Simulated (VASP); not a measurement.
Write the native input for VASP 6.6.1 that does the following.

| Item | Value |
| --- | --- |
| Task | single point |
| Functional | PBE |
| Potentials or basis | VASP PAW PBE potentials, release 64 (In_d, P) |
| Cutoff | 520 eV |
| k mesh | 10 × 10 × 10 |
| Occupations | gaussian, width 0.02 eV |
| Spin | no spin polarisation |
| Dipole correction | no |
| Further INCAR settings | ALGO = Normal; EDIFF = 1e-06; NBANDS = 16 |

The structure of InP lies in POSCAR:

```
InP
1.0
    0.0000000000      2.9798940531      2.9798940531
    2.9798940531      0.0000000000      2.9798940531
    2.9798940531      2.9798940531      0.0000000000
In P
1 1
Direct
    0.0000000000      0.0000000000      0.0000000000
    0.2500000000      0.2500000000      0.2500000000
```

The cell was built by a generator and isn't the measured one.

One way to write it, as run:

INCAR

```
PREC = Accurate
ENCUT = 520
EDIFF = 1E-6
ISMEAR = 0
SIGMA = 0.02
LREAL = F
LASPH = T
NELM = 100
ALGO = Normal
ISIF = 2
LWAVE = F
LCHARG = F
GGA = PE
NBANDS = 16
```

KPOINTS

```
Automatic mesh
0
Gamma
  10 10 10
```

Potentials or basis: VASP PAW PBE potentials, release 64 (In_d, P).

Run with:

```console
$ cat potpaw_PBE.64/In_d/POTCAR potpaw_PBE.64/P/POTCAR > POTCAR
$ mpirun -np 1 vasp_std > vasp.out
```

It gave:

The pressure is -0.1 GPa and the band gap on the k mesh is 0.44 eV, direct.

Caveat: spin-orbit coupling is left out, which moves the levels of the heavy elements.

Run time: 35 s on 1 thread of Intel(R) Xeon(R) Platinum 8488C (Sapphire Rapids) (shared host), peak memory 0.19 GiB.
